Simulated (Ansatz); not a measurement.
A plane-wave DFT run in Ansatz 0.2.0 (scalar-relativistic PAW potentials unless the input names others): input and command.

```yaml
crystal:
  lattice:
    - [0.0, 1.54111097, 1.54111097]
    - [1.54111097, 0.0, 1.54111097]
    - [1.54111097, 1.54111097, 0.0]
  atoms:
    - { symbol: Al, position: [0.0, 0.0, 0.0] }
    - { symbol: "N", position: [0.75, 0.75, 0.75] }
basis:
  ecutwfc: 420
kpoints:
  mp_grid: { grid: [10, 10, 10] }
hamiltonian:
  xc: pbe
scf:
  occupations: { method: fixed }
  max_iter: 60
output:
  forces: true
  eigenvalues: true
  stress: true
relax:
  adjacent_minimum: "off"
  f_tol: 0.001
  max_steps: 60
  cell: { stress_tol: 0.02, p_target: 5.0 }
```

```bash
ansatz run input.yaml --threads 1 --pin off --max-ram 3072MiB --backend cpu --events-out ev --progress --plain --runs-dir out
```

Abridged log:
```
Basis set: ecut = 420 eV, 137 PW (Γ), exchange–correlation on 30×30×30 points (8 copies of the dense FFT grid, shifted against one another)
Bands: 8, of which v1, the nominal top of the filled ones, is band 4 counted from 1 (3 counted from 0)
Symmetry: 24 space group operations
k-points: 47 of 1000 (time reversal used)
SCF iter   1: F=—  HF=-896.309890 eV  |F-HF|=—  |Δ(HF+E_count)|=         —  Δρ=6.09e-2  dr2=1.36e-1  ethr=1.77e-3  ⟨swp⟩=6.5  Hψ=2760  notcnv=0  defer=87
SCF iter   2: F=—  HF=-896.309545 eV  |F-HF|=—  |Δ(HF+E_count)|=   3.45e-4  Δρ=2.54e-2  dr2=1.14e-2  ethr=1.70e-3  ⟨swp⟩=2.5  Hψ=911  notcnv=0  defer=86
SCF iter   3: F=—  HF=-896.321482 eV  |F-HF|=—  |Δ(HF+E_count)|=   1.19e-2  Δρ=8.04e-3  dr2=1.13e-3  ethr=1.43e-4  ⟨swp⟩=3.1  Hψ=677  notcnv=0  defer=90
SCF iter   4: F=—  HF=-896.322637 eV  |F-HF|=—  |Δ(HF+E_count)|=   1.16e-3  Δρ=3.14e-4  dr2=3.74e-6  ethr=1.41e-5  ⟨swp⟩=3.1  Hψ=680  notcnv=0  defer=88
SCF iter   5: F=—  HF=-896.322847 eV  |F-HF|=—  |Δ(HF+E_count)|=   2.10e-4  Δρ=1.28e-4  dr2=3.98e-7  ethr=4.68e-8  ⟨swp⟩=3.2  Hψ=713  notcnv=0  defer=86
SCF iter   6: F=-896.322847 eV  HF=-896.322847 eV  |F-HF|=3.74e-9  |Δ(HF+E_count)|=   1.05e-8  Δρ=2.15e-5  dr2=1.16e-8  ethr=1.25e-9  ⟨swp⟩=10.1  Hψ=2838  notcnv=0
SCF 1 converged in 6 iterations: F = -896.322847 eV  dr2 = 1.16e-8
relax step   1: F+E_penalty+E_count = -896.32284697 eV  Δ(F+E_penalty+E_count) = +0.000e0 eV  max|allowed force component| = 4.025e-16 eV/Å  Δτ_max = 0.0000 Å  P = +1503.434 GPa  Ω = 7.320 Å³  (6 SCF iters, dr2 threshold 1.00e-7 eV, accepted)
Crystal: 2 atoms, lattice volume = 8.444 Å³
Basis set: ecut = 420 eV, 169 PW (Γ), exchange–correlation on 30×30×30 points (8 copies of the dense FFT grid, shifted against one another)
Initial density: handed on by an earlier stage of this run
Initial wavefunctions: those handed on with the density
SCF iter   1: F=—  HF=-905.306835 eV  |F-HF|=—  |Δ(HF+E_count)|=         —  Δρ=1.14e-1  dr2=7.43e-1  ethr=3.10e-3  ⟨swp⟩=4.0  Hψ=2358  notcnv=0  defer=49
SCF iter   2: F=—  HF=-904.974130 eV  |F-HF|=—  |Δ(HF+E_count)|=   3.33e-1  Δρ=2.27e-2  dr2=2.18e-2  ethr=3.10e-3  ⟨swp⟩=2.7  Hψ=1046  notcnv=0  defer=77
   ...
SCF iter   2: F=—  HF=-924.202716 eV  |F-HF|=—  |Δ(HF+E_count)|=   4.36e-5  Δρ=3.54e-5  dr2=1.63e-7  ethr=1.65e-8  ⟨swp⟩=2.3  Hψ=542  notcnv=0
SCF iter   3: F=—  HF=-924.202716 eV  |F-HF|=—  |Δ(HF+E_count)|=   4.45e-8  Δρ=9.10e-6  dr2=1.23e-8  ethr=2.04e-9  ⟨swp⟩=2.6  Hψ=544  notcnv=0
SCF iter   4: F=-924.202716 eV  HF=-924.202716 eV  |F-HF|=1.39e-10  |Δ(HF+E_count)|=   2.00e-9  Δρ=1.30e-6  dr2=1.90e-10  ethr=1.48e-10  ⟨swp⟩=5.0  Hψ=1764  notcnv=0
SCF 17 converged in 4 iterations: F = -924.202716 eV  dr2 = 1.90e-10
relax step  17: F+E_penalty+E_count = -924.20271560 eV  Δ(F+E_penalty+E_count) = -1.876e-4 eV  max|allowed force component| = 1.133e-16 eV/Å  Δτ_max = 0.0000 Å  P = +5.001 GPa  Ω = 20.820 Å³  energy of the carried Pulay correction = -3.453e-4 eV  (4 SCF iters, dr2 threshold 1.19e-8 eV, accepted)
SCF iter   1: F=—  HF=-924.203039 eV  |F-HF|=—  |Δ(HF+E_count)|=         —  Δρ=3.21e-5  dr2=3.36e-8  ethr=4.99e-8  ⟨swp⟩=3.0  Hψ=3516  notcnv=0  defer=43
SCF iter   2: F=—  HF=-924.203084 eV  |F-HF|=—  |Δ(HF+E_count)|=   4.47e-5  Δρ=1.57e-5  dr2=1.01e-8  ethr=4.20e-10  ⟨swp⟩=2.0  Hψ=564  notcnv=0  defer=11
SCF iter   3: F=—  HF=-924.203084 eV  |F-HF|=—  |Δ(HF+E_count)|=   1.91e-8  Δρ=6.95e-6  dr2=1.52e-9  ethr=1.27e-10  ⟨swp⟩=2.5  Hψ=557  notcnv=0  defer=11
SCF iter   4: F=—  HF=-924.203084 eV  |F-HF|=—  |Δ(HF+E_count)|=   4.77e-9  Δρ=5.00e-7  dr2=1.39e-11  ethr=1.91e-11  ⟨swp⟩=2.0  Hψ=564  notcnv=0  defer=11
SCF iter   5: F=-924.203084 eV  HF=-924.203084 eV  |F-HF|=2.39e-12  |Δ(HF+E_count)|=  2.67e-11  Δρ=1.46e-7  dr2=1.21e-12  ethr=1.00e-12  ⟨swp⟩=5.4  Hψ=1835  notcnv=0
SCF 18 converged in 5 iterations: F = -924.203084 eV  dr2 = 1.21e-12
SCF converged after 5 iterations
Free energy (F): -924.203084 eV
Harris-Foulkes:  -924.203084 eV  (|F-HF|=2.39e-12)
Internal energy: -924.203084 eV  (E = F + TS)
E sigma→0 (E₀):  -924.203084 eV
Fermi energy:    6.977855 eV
--- Forces (eV/Å), atoms counted from 1 ---
  atom   1  Al     0.00000000     0.00000000     0.00000000
  atom   2  N      0.00000000     0.00000000     0.00000000
--- Stress (GPa, compression-positive) ---
        5.010294       0.000000       0.000000
        0.000000       5.010294       0.000000
        0.000000       0.000000       5.010294
  P = ⅓ Tr σ = 5.0103 GPa (50.103 kbar)
--- Relaxed structure (15 steps of the walk, 15 accepted, 3 SCFs on fresh bases) ---
  F+E_penalty+E_count = -924.20308408 eV   max|allowed force component| = 8.558e-17 eV/Å   (the final SCF, on the basis selected at the relaxed cell)
  cell:  # Å, volume = 20.8202 Å³
    - [0.0, 2.18349197, 2.18349197]
    - [2.18349197, 0.0, 2.18349197]
    - [2.18349197, 2.18349197, 0.0]
  atoms:
    - { symbol: Al, position: [0.0, 0.0, 0.0] }
    - { symbol: N, position: [0.75, 0.75, 0.75] }
```

One setting here is unusual or wrong in general: a lattice far too small (lattice vectors times 0.700). For this cell it did little harm to the result, because the relaxation undid it: the run converged in 104 SCF iterations over all its steps (reference: 33) with an energy at zero smearing 0.02 meV/atom above the reference's, a relaxed volume of 10.41 Å³/atom, pressure 5.01 GPa, largest force 0.000 eV/Å, gap on the mesh 3.33 eV. A reference run of the cell with lattice vectors 0.0000 2.2016 2.2016; 2.2016 0.0000 2.2016; 2.2016 2.2016 0.0000 Å and the atoms in their places converged, and the end of its own relaxation has a relaxed volume of 10.41 Å³/atom, pressure 5.00 GPa, largest force 0.000 eV/Å, gap on the mesh 3.33 eV (its cell was held, or driven to that pressure on purpose).

It took 6.7 s on 1 thread of AMD EPYC 9R45 96-Core Processor (Zen 5), with other jobs on the host, peak memory 0.33 GiB.